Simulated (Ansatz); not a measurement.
TiAl: distorted cells

Level of theory: DFT PBE, scalar-relativistic, plane waves, PAW (Ansatz 0.2.0).

Settings: cutoff 420 eV, Γ-centred mesh 18×18×10 on the computed 2-atom cell, Gaussian smearing of 0.10 eV; no spin polarisation.

Reference cell:

```yaml
crystal:
  lattice:
    - [2.86726, 0.00000, 0.00000]
    - [-1.43363, 2.48312, 0.00000]
    - [0.00000, 0.00000, 4.67808]
  atoms:
    - { symbol: Ti, position: [0.00000, 0.00000, 0.00000] }
    - { symbol: Al, position: [0.33333, 0.66667, 0.50000] }
```

Each variant moves atoms of this cell by the vectors given, if any (Å), and then applies a symmetric strain (tensor components, Cartesian axes). The reference cell isn't relaxed at this level. Energies are per atom at zero smearing, counted from the lowest variant. Pressure is positive in compression.

1. strain (xx yy zz yz xz xy, %) -1.06 -1.06 -4.06 0.00 0.00 0.00; moves: Ti1 (0.000, 0.000, 0.060); Al2 (0.000, 0.000, -0.060)
2. strain (xx yy zz yz xz xy, %) -3.09 -3.09 -1.59 0.00 0.00 0.00
3. strain (xx yy zz yz xz xy, %) -0.27 -0.27 2.73 0.00 0.00 0.00
4. strain (xx yy zz yz xz xy, %) 4.53 6.84 3.47 0.00 0.00 2.00; moves: Ti1 (-0.087, 0.050, 0.000); Al2 (0.087, -0.050, 0.000)

(1) Order the variants by energy, lowest first.

(2) Order them by pressure, highest first.

Answers

(1) 3 (0.0 meV/atom), 2 (29.2 meV/atom), 1 (50.2 meV/atom), 4 (96.6 meV/atom).

(2) 2 (9.81 GPa), 1 (9.14 GPa), 3 (-2.17 GPa), 4 (-11.28 GPa).